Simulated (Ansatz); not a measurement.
Cost and result for the equilibrium volume of ZnS

```
Zn S
1.0
     0.00000    2.70200    2.70200
     2.70200    0.00000    2.70200
     2.70200    2.70200    0.00000
Zn S
1 1
Direct
  0.75000 0.75000 0.75000
  0.00000 0.00000 0.00000
```

```csv
rung,level,program and potentials,cutoff (eV),k mesh,smearing,task,spin,core time,chip,equilibrium volume (Å³/atom),miss,notes
LDA,SVWN5,"Ansatz, Ansatz PAW",420,9 × 9 × 9,fermi-dirac 0.05,relaxation of cell and atoms,off,6.7 s,Arm Neoverse V2,18.56,-6.3 %,"potentials made for PBE, which Ansatz adapts in part"
GGA + dispersion,BLYP+D3(BJ),"Ansatz, Ansatz PAW",420,9 × 9 × 9,fermi-dirac 0.05,relaxation of cell and atoms,off,7 s,Arm Neoverse V2,19.51,-1.5 %,"potentials made for PBE, which Ansatz adapts in part"
GGA + dispersion,PBE+D3(BJ),"Ansatz, Ansatz PAW",420,9 × 9 × 9,fermi-dirac 0.05,relaxation of cell and atoms,off,7.8 s,Intel Xeon,19.41,-2.0 %,-
GGA,revPBE,"Ansatz, Ansatz PAW",420,9 × 9 × 9,fermi-dirac 0.05,relaxation of cell and atoms,off,8.6 s,Arm Neoverse V2,20.71,+4.6 %,"potentials made for PBE, which Ansatz adapts in part"
GGA,RPBE,"Ansatz, Ansatz PAW",420,9 × 9 × 9,fermi-dirac 0.05,relaxation of cell and atoms,off,12 s,Arm Neoverse V1,20.93,+5.7 %,"potentials made for PBE, which Ansatz adapts in part"
GGA + dispersion,revPBE+D3(BJ),"Ansatz, Ansatz PAW",420,9 × 9 × 9,fermi-dirac 0.05,relaxation of cell and atoms,off,13 s,Intel Xeon,(a),?,"potentials made for PBE, which Ansatz adapts in part"
hybrid,HSEsol,"Ansatz, Ansatz PAW",420,5 × 5 × 5,fermi-dirac 0.05,relaxation of cell and atoms,off,87 s,Intel Xeon,19.31,-2.5 %,"coarse mesh; potentials made for PBE, which Ansatz adapts in part"
hybrid,B3LYP,"Ansatz, Ansatz PAW",420,5 × 5 × 5,fermi-dirac 0.05,equation of state,off,94 s,Intel Xeon Platinum 8488C Sapphire Rapids,20.76,+4.8 %,"coarse mesh; potentials made for PBE, which Ansatz adapts in part"
hybrid,HSE03,"Ansatz, Ansatz PAW",420,5 × 5 × 5,fermi-dirac 0.05,equation of state,off,1.9 min,Arm Neoverse V2,20.02,+1.1 %,"coarse mesh; potentials made for PBE, which Ansatz adapts in part"
hybrid,r2SCANh,"Ansatz, Ansatz PAW",500,5 × 5 × 5,fermi-dirac 0.05,equation of state,off,2.6 min,Arm Neoverse V2,19.60,-1.0 %,"coarse mesh; potentials made for PBE, which Ansatz adapts in part"
hybrid,LC-wPBE,"Ansatz, Ansatz PAW",420,5 × 5 × 5,fermi-dirac 0.05,equation of state,off,3.3 min,Arm Neoverse V1,19.09,-3.6 %,"coarse mesh; potentials made for PBE, which Ansatz adapts in part"
GGA,PBE,"Ansatz, PseudoDojo PBEsol",1143,9 × 9 × 9,tetrahedron,equation of state,"collinear, random start",3.3 min,Arm Neoverse V1,(b),?,potentials made for PBEsol
hybrid,B3LYP,"Ansatz, Ansatz PAW",420,6 × 6 × 6,fermi-dirac 0.01,equation of state,off,3.6 min,Arm Neoverse V1,(c),?,"potentials made for PBE, which Ansatz adapts in part"
hybrid,r2SCAN0,"Ansatz, Ansatz PAW",500,5 × 5 × 5,fermi-dirac 0.05,equation of state,off,8.6 min,Intel Xeon Skylake/Cascade Lake,19.62,-0.9 %,"coarse mesh; potentials made for PBE, which Ansatz adapts in part"
```

Times are single runs on shared hosts and different chips, so they are rough; meshes, cutoffs and the tasks' sizes weigh on the time. Smearing widths are in eV. Meshes differ between rows, which moves values too. Meshes are those of the run's cell of 2 atoms unless a note names another. Relaxations start from the cell shown or near it and stop with a little pressure left. Misses use the values as printed. Runs on faulty files, with rough fits or with known faults for this quantity aren't shown. No row holds spin-orbit coupling.

Measured: 19.8 Å³/atom (pmc:11595366, doi:10.3390/ma17225622). The runs are for a static lattice.

Estimate the values left out from the other rows.

(a) 19.15 Å³/atom, miss -3.3 %; (b) 20.16 Å³/atom, miss +1.8 %; (c) 20.75 Å³/atom, miss +4.8 %.
